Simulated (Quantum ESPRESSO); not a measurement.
# CdS (Greenockite) (P6_3mc) in Quantum ESPRESSO: notebook, part 2 of 2

Quantum ESPRESSO 7.5. Earlier steps stand in the parts before.

### Step 3. Phonons, RPBE

pw.in reads:

```
&CONTROL
  calculation = 'scf'
  prefix = 'pwscf'
  outdir = './tmp'
  pseudo_dir = './pseudo'
  tprnfor = .true.
  tstress = .true.
  disk_io = 'low'
/
&SYSTEM
  ibrav = 0
  celldm(1) = 8
  nat = 4
  ntyp = 2
  ecutwfc = 45
  ecutrho = 360
  nbnd = 26
  input_dft = 'rpbe'
  occupations = 'smearing'
  smearing = 'fd'
  degauss = 0.00367493
/
&ELECTRONS
  conv_thr = 8d-10
  electron_maxstep = 120
  mixing_beta = 0.5
/
ATOMIC_SPECIES
Cd   112.4140 cd_pbe_v1.uspp.F.UPF
S     32.0600 s_pbe_v1.4.uspp.F.UPF
CELL_PARAMETERS alat
  0.9802954271496   0.0000000000000   0.0000000000000
 -0.4901477135748   0.8489607431240   0.0000000000000
  0.0000000000000   0.0000000000000   1.5913856127005
ATOMIC_POSITIONS crystal
Cd     0.6666666667    0.3333333333    0.5000000000
Cd     0.3333333333    0.6666666667    0.0000000000
S      0.6666666667    0.3333333333    0.8750000000
S      0.3333333333    0.6666666667    0.3750000000
K_POINTS automatic
4 4 2 0 0 1
```

relax.in reads:

```
&CONTROL
  calculation = 'vc-relax'
  prefix = 'pwscf'
  outdir = './tmp'
  pseudo_dir = './pseudo'
  tprnfor = .true.
  tstress = .true.
  disk_io = 'low'
  nstep = 40
  forc_conv_thr = 0.0001
  etot_conv_thr = 1d-06
/
&SYSTEM
  ibrav = 0
  celldm(1) = 8
  nat = 4
  ntyp = 2
  ecutwfc = 45
  ecutrho = 360
  nbnd = 26
  input_dft = 'rpbe'
  occupations = 'smearing'
  smearing = 'fd'
  degauss = 0.00367493
/
&ELECTRONS
  conv_thr = 8d-10
  electron_maxstep = 120
  mixing_beta = 0.5
/
&IONS
  ion_dynamics = 'bfgs'
/
&CELL
  cell_dynamics = 'bfgs'
  press = 0
  press_conv_thr = 0.2
/
ATOMIC_SPECIES
Cd   112.4140 cd_pbe_v1.uspp.F.UPF
S     32.0600 s_pbe_v1.4.uspp.F.UPF
CELL_PARAMETERS alat
  0.9802954271489  -0.0000000000000   0.0000000000000
 -0.4901477135744   0.8489607431246   0.0000000000000
  0.0000000000000   0.0000000000000   1.5913856127005
ATOMIC_POSITIONS crystal
Cd     0.6666666666    0.3333333332    0.5000000000
Cd     0.3333333332    0.6666666666    0.0000000000
S      0.6666666666    0.3333333332    0.8750000000
S      0.3333333332    0.6666666666    0.3750000000
K_POINTS automatic
4 4 2 0 0 1
```

gamma.in reads:

```
&CONTROL
  calculation = 'bands'
  prefix = 'pwscf'
  outdir = './tmp'
  pseudo_dir = './pseudo'
  disk_io = 'low'
  verbosity = 'high'
/
&SYSTEM
  ibrav = 0
  celldm(1) = 8
  nat = 4
  ntyp = 2
  ecutwfc = 45
  ecutrho = 360
  nbnd = 26
  input_dft = 'rpbe'
  occupations = 'smearing'
  smearing = 'fd'
  degauss = 0.00367493
/
&ELECTRONS
  conv_thr = 1d-08
  electron_maxstep = 120
  mixing_beta = 0.5
  diago_full_acc = .true.
  startingwfc = 'random'
/
ATOMIC_SPECIES
Cd   112.4140 cd_pbe_v1.uspp.F.UPF
S     32.0600 s_pbe_v1.4.uspp.F.UPF
CELL_PARAMETERS alat
  1.0072128450485  -0.0000000000000   0.0000000000000
 -0.5036064225242   0.8722719108300   0.0000000000000
  0.0000000000000   0.0000000000000   1.6356278583842
ATOMIC_POSITIONS crystal
Cd     0.6666666665    0.3333333331    0.4991941961
Cd     0.3333333331    0.6666666665   -0.0008058039
S      0.6666666665    0.3333333331    0.8758058039
S      0.3333333331    0.6666666665    0.3758058039
K_POINTS crystal
1
0.0 0.0 0.0 1
```

scf2.in reads:

```
&CONTROL
  calculation = 'scf'
  prefix = 'pwscf'
  outdir = './tmp'
  pseudo_dir = './pseudo'
  tprnfor = .true.
  tstress = .true.
  disk_io = 'low'
/
&SYSTEM
  ibrav = 0
  celldm(1) = 8
  nat = 4
  ntyp = 2
  ecutwfc = 45
  ecutrho = 360
  nbnd = 26
  input_dft = 'rpbe'
  occupations = 'fixed'
/
&ELECTRONS
  conv_thr = 1d-13
  electron_maxstep = 120
  mixing_beta = 0.5
  startingpot = 'file'
/
ATOMIC_SPECIES
Cd   112.4140 cd_pbe_v1.uspp.F.UPF
S     32.0600 s_pbe_v1.4.uspp.F.UPF
CELL_PARAMETERS alat
  1.0072128450485  -0.0000000000000   0.0000000000000
 -0.5036064225242   0.8722719108300   0.0000000000000
  0.0000000000000   0.0000000000000   1.6356278583842
ATOMIC_POSITIONS crystal
Cd     0.6666666665    0.3333333331    0.4991941961
Cd     0.3333333331    0.6666666665   -0.0008058039
S      0.6666666665    0.3333333331    0.8758058039
S      0.3333333331    0.6666666665    0.3758058039
K_POINTS automatic
4 4 2 0 0 1
```

ph.in reads:

```
phonons of CdS
&INPUTPH
  prefix = 'pwscf'
  outdir = './tmp'
  tr2_ph = 1d-18
  fildyn = 'dyn'
  niter_ph = 90
  alpha_mix(1) = 0.7
  epsil = True
/
0.0000000000 0.0000000000 0.0000000000
```

dynmat.in reads:

```
&INPUT
  fildyn = 'dyn'
  asr = 'crystal'
  lperm = .true.
  filout = 'dynmat.disp'
  fileig = 'dynmat.eig'
/
```

dynmat_lo.in reads:

```
&INPUT
  fildyn = 'dyn'
  asr = 'crystal'
  filout = 'dynmat_lo.disp'
  fileig = 'dynmat_lo.eig'
  q(1) = 0
  q(2) = 0
  q(3) = 1
/
```

Potentials or basis: GBRV 1.5 PBE.

Launch:

```bash
$ OMP_NUM_THREADS=1 mpirun -n 4 pw.x -nk 2 -in pw.in > pw.out
$ OMP_NUM_THREADS=1 mpirun -n 4 pw.x -nk 2 -in relax.in > relax.out
$ OMP_NUM_THREADS=1 mpirun -n 4 pw.x -in gamma.in > gamma.out
$ OMP_NUM_THREADS=1 mpirun -n 4 pw.x -nk 2 -in scf2.in > scf2.out
$ OMP_NUM_THREADS=1 mpirun -n 4 ph.x -nk 2 -in ph.in > ph.out
$ OMP_NUM_THREADS=1 mpirun -n 1 dynmat.x -in dynmat.in > dynmat.out
$ OMP_NUM_THREADS=1 mpirun -n 1 dynmat.x -in dynmat_lo.in > dynmat_lo.out
```

pw.out:

```text
This program is part of the open-source Quantum ESPRESSO suite
     for quantum simulation of materials; please cite
         "P. Giannozzi et al., J. Phys.:Condens. Matter 21 395502 (2009);
         "P. Giannozzi et al., J. Phys.:Condens. Matter 29 465901 (2017);
         "P. Giannozzi et al., J. Chem. Phys. 152 154105 (2020);
     in publications or presentations arising from this work. More details at

     IMPORTANT: XC functional enforced from input :
     Exchange-correlation= RPBE
                           (   1   4  44   4   0   0   0)
     Any further DFT definition will be discarded
     Please, verify this is what you really want

     Message from routine setup:
     using ibrav=0 with symmetry is DISCOURAGED, use correct ibrav instead

     K-points division:     npool     =       2
     Subspace diagonalization in iterative solution of the eigenvalue problem:
     a serial algorithm will be used

     --------------------
     sticks:   dense  smooth     PW     G-vecs:    dense   smooth      PW
     Min         759     378    105                39105    13779    2121
     Max         760     379    106                39110    13780    2126
     Sum        1519     757    211                78215    27559    4247

     Using Slab Decomposition

     bravais-lattice index     =            0
     lattice parameter (alat)  =       8.0000  a.u.
     unit-cell volume          =     678.0941 (a.u.)^3
     number of atoms/cell      =            4
     number of atomic types    =            2
     number of electrons       =        36.00
     number of Kohn-Sham states=           26
     kinetic-energy cutoff     =      45.0000  Ry
     charge density cutoff     =     360.0000  Ry
     scf convergence threshold =      8.0E-10
     mixing beta               =       0.5000
     number of iterations used =            8  plain     mixing
     Exchange-correlation= RPBE
                           (   1   4  44   4   0   0   0)

     celldm(1)=   8.000000  celldm(2)=   0.000000  celldm(3)=   0.000000
     celldm(4)=   0.000000  celldm(5)=   0.000000  celldm(6)=   0.000000

     crystal axes: (cart. coord. in units of alat)
               a(1) = (   0.980295   0.000000   0.000000 )
               a(2) = (  -0.490148   0.848961   0.000000 )
               a(3) = (   0.000000   0.000000   1.591386 )

     reciprocal axes: (cart. coord. in units 2 pi/alat)
               b(1) = (  1.020101  0.588955 -0.000000 )
[... 49 lines left out ...]
        k(    3) = (   0.0000000  -0.5889554   0.1570958), wk =   0.3750000
        k(    4) = (   0.2550252   0.4417165   0.1570958), wk =   0.7500000

     Dense  grid:    78215 G-vectors     FFT dimensions: (  48,  48,  80)

     Smooth grid:    27559 G-vectors     FFT dimensions: (  36,  36,  60)

     Initial potential from superposition of free atoms

     starting charge      34.9998, renormalised to      36.0000

     negative rho (up, down):  4.608E-02 0.000E+00
     Starting wfcs are   26 randomized atomic wfcs

     Self-consistent Calculation

     iteration #  1     ecut=    45.00 Ry     beta= 0.50
     Davidson diagonalization with overlap
     ethr =  1.00E-02,  avg # of iterations =  4.2

     Threshold (ethr) on eigenvalues was too large:
     Diagonalizing with lowered threshold

     Davidson diagonalization with overlap
     ethr =  6.45E-04,  avg # of iterations =  2.0

     negative rho (up, down):  4.504E-02 0.000E+00
[... 76 lines left out ...]
     iteration # 10     ecut=    45.00 Ry     beta= 0.50
     Davidson diagonalization with overlap
     ethr =  1.84E-11,  avg # of iterations =  2.0

     negative rho (up, down):  4.614E-02 0.000E+00

     End of self-consistent calculation

          k = 0.0000 0.0000 0.1571 (  3495 PWs)   bands (ev):

    -6.6427  -6.3434  -2.0539  -2.0539  -2.0387  -1.9935  -1.9935  -1.6512
    -1.6512  -1.5886  -1.5886  -1.5028   1.8899   4.5769   4.9255   4.9255
     5.4610   5.4610   7.7771   8.5533  11.9766  12.1854  12.1854  12.8197
    12.9261  12.9261

          k = 0.0000 0.2945 0.1571 (  3464 PWs)   bands (ev):

    -6.4705  -6.2514  -2.0071  -1.9812  -1.9272  -1.8926  -1.8485  -1.6982
    -1.6399  -1.6325  -1.5767  -1.3008   1.9869   3.2313   3.6108   4.3680
     4.9417   5.0559   8.8502   9.7482  11.2411  11.5355  12.8069  12.8599
    13.4390  14.0386

          k = 0.0000-0.5890 0.1571 (  3444 PWs)   bands (ev):

    -6.2755  -6.1814  -1.9810  -1.9311  -1.8548  -1.7972  -1.7525  -1.6696
    -1.5915  -1.5558  -1.2684  -1.1702   1.4468   1.8908   3.4777   3.8852
     4.4854   4.6696   9.0262   9.6183  11.2649  11.3219  13.0233  13.4300
    13.9868  15.3585

          k = 0.2550 0.4417 0.1571 (  3455 PWs)   bands (ev):

    -6.2772  -6.1822  -1.9635  -1.9264  -1.8509  -1.8095  -1.7002  -1.6950
    -1.6160  -1.6141  -1.3361  -1.0853   1.7005   2.1443   3.2047   3.6580
     4.1163   4.5590   9.8468  10.4390  11.2103  11.7536  12.4034  12.7764
    13.8954  14.7748

     the Fermi energy is     6.6940 ev

!    total energy              =    -278.03943794 Ry
     estimated scf accuracy    <          3.6E-10 Ry
     smearing contrib. (-TS)   =      -0.00000000 Ry
     internal energy E=F+TS    =    -278.03943794 Ry

     The total energy is F=E-TS. E is the sum of the following terms:
     one-electron contribution =     -78.45434623 Ry
     hartree contribution      =      66.21710323 Ry
     xc contribution           =     -96.03880932 Ry
     ewald contribution        =    -169.76338561 Ry

     convergence has been achieved in  10 iterations

     negative rho (up, down):  4.614E-02 0.000E+00

     Forces acting on atoms (cartesian axes, Ry/au):

     atom    1 type  1   force =    -0.00000000   -0.00000000   -0.00233450
     atom    2 type  1   force =     0.00000000    0.00000000   -0.00233450
     atom    3 type  2   force =     0.00000000    0.00000000    0.00233450
     atom    4 type  2   force =    -0.00000000    0.00000000    0.00233450

     Total force =     0.004669     Total SCF correction =     0.000004

     Computing stress (Cartesian axis) and pressure

     negative rho (up, down):  4.614E-02 0.000E+00
          total   stress  (Ry/bohr**3)                   (kbar)     P=       45.90
   0.00030115   0.00000000  -0.00000000           44.30        0.00       -0.00
   0.00000000   0.00030115  -0.00000000            0.00       44.30       -0.00
   0.00000000   0.00000000   0.00033375            0.00        0.00       49.10

=------------------------------------------------------------------------------=
   JOB DONE.
=------------------------------------------------------------------------------=
```

relax.out:

```text
This program is part of the open-source Quantum ESPRESSO suite
     for quantum simulation of materials; please cite
         "P. Giannozzi et al., J. Phys.:Condens. Matter 21 395502 (2009);
         "P. Giannozzi et al., J. Phys.:Condens. Matter 29 465901 (2017);
         "P. Giannozzi et al., J. Chem. Phys. 152 154105 (2020);
[... 457 lines left out ...]
   0.00000000  -0.00000139   0.00000000            0.00       -0.20        0.00
   0.00000000   0.00000000  -0.00000129            0.00        0.00       -0.19

=------------------------------------------------------------------------------=
   JOB DONE.
=------------------------------------------------------------------------------=
```

Wall time 5 min (4 MPI ranks of Arm Neoverse V1, shared host); peak memory 0.52 GiB.

Results:

| Item | Value |
| --- | --- |
| Free energy | -3783.0335 eV |
| Relaxed volume | 27.26 Å³/atom |
| Relaxed cell | a = 4.264 Å, b = 4.264 Å, c = 6.924 Å, α = 90.00°, β = 90.00°, γ = 120.00° |
| Space group after relaxing (to 0.05 Å) | P6_3mc (No. 186) |
| Pressure after relaxing | 0.0 GPa |
| Electronic dielectric tensor (diagonal) | 6.61, 6.61, 5.41 |
| Born charges (mean of the diagonal) | Cd +2.28; S -2.41 e |
| Highest phonon frequency at Γ, LO-TO splitting left out | 269 cm⁻¹ |
| Static dielectric tensor (diagonal) | 11.60, 11.60, 10.09 |

Forces on the atoms (eV/Å):
```
Cd   0.000  0.000 -0.002
Cd   0.000  0.000 -0.002
S    0.000  0.000  0.002
S    0.000  0.000  0.002
```

Step by step:
```
step  energy change (eV)  largest force (eV/Å)  pressure (GPa)  volume (Å³)
   1              0.0000                0.0600            4.59       100.48
   2             -0.0571                0.0371            3.12       102.85
   3             -0.0970                0.0200            1.64       105.55
   4             -0.1142                0.0049            0.13       108.70
   5             -0.1143                0.0037            0.01       108.99
   6             -0.1143                0.0038            0.00       109.01
   7             -0.1143                0.0036           -0.01       109.02
   8             -0.1143                0.0034           -0.01       109.03
   9             -0.1143                0.0031           -0.01       109.03
  10             -0.1143                0.0023           -0.01       109.03
```

Final structure:
```yaml
crystal:
  lattice:
    - [4.26395, 0.00000, 0.00000]
    - [-2.13198, 3.69269, 0.00000]
    - [0.00000, 0.00000, 6.92430]
  atoms:
    - { symbol: Cd, position: [0.66667, 0.33333, 0.49919] }
    - { symbol: Cd, position: [0.33333, 0.66667, 0.99919] }
    - { symbol: S, position: [0.66667, 0.33333, 0.87581] }
    - { symbol: S, position: [0.33333, 0.66667, 0.37581] }
```

Levels at points of the mesh, in eV from the valence-band top:
| k point | band 15 | band 16 | band 17 | band 18 | band 19 | band 20 | band 21 | band 22 |
| --- | --- | --- | --- | --- | --- | --- | --- | --- |
| (0.00, 0.00, 0.25) | -0.45 | -0.45 | 0.00 | 0.00 | 2.09 | 2.93 | 6.48 | 6.71 |

Phonon frequencies in cm⁻¹ (negative: imaginary):
```tsv
q point	frequencies
(0.000, 0.000, 0.000)	-2 -2 5 44 44 125 199 204 204 216 216 269
```

Electronic dielectric tensor:
```
6.61 0.00 0.00
0.00 6.61 0.00
0.00 0.00 5.41
```

Born effective charge tensors (e):
atom 1, Cd
```
2.29 0.00 0.00
0.00 2.29 0.00
0.00 0.00 2.28
```
atom 2, Cd
```
2.29 0.00 0.00
0.00 2.29 0.00
0.00 0.00 2.28
```
atom 3, S
```
-2.50  0.00  0.00
 0.00 -2.50  0.00
 0.00  0.00 -2.25
```
atom 4, S
```
-2.50  0.00  0.00
 0.00 -2.50  0.00
 0.00  0.00 -2.25
```

Optical modes at Γ, degenerate ones joined, polar ones without the macroscopic field:
| cm⁻¹ | components | symmetry | active in | IR intensity, summed ((D/Å)²/amu) |
| --- | --- | --- | --- | --- |
| 44 | 2 | E2 | Raman | 0.00 |
| 125 | 1 | B1 | silent | 0.00 |
| 199 | 1 | A1 | IR and Raman | 9.47 |
| 204 | 2 | E1 | IR and Raman | 21.18 |
| 216 | 2 | E2 | Raman | 0.00 |
| 269 | 1 | B1 | silent | 0.00 |

Zone-centre frequencies without and with the macroscopic field along z (cm⁻¹):
```
                    optical modes in rising order
       without  44 44 125 199 204 204 216 216 269
with the field  44 44 125 204 204 216 216 269 272
```

Static dielectric tensor, electrons and zone-centre modes:
```
11.60  0.00  0.00
 0.00 11.60  0.00
 0.00  0.00 10.09
```

Caveat: the k mesh is coarse (spacing up to 0.47 Å⁻¹), so the values aren't converged; the mesh is thin for the dielectric tensor, Born charges and intensities, which usually come out too large; the potentials were made for another functional, which shifts forces and pressure; the Born charges break their sum rule by 0.26 e, a sign of too thin a mesh.
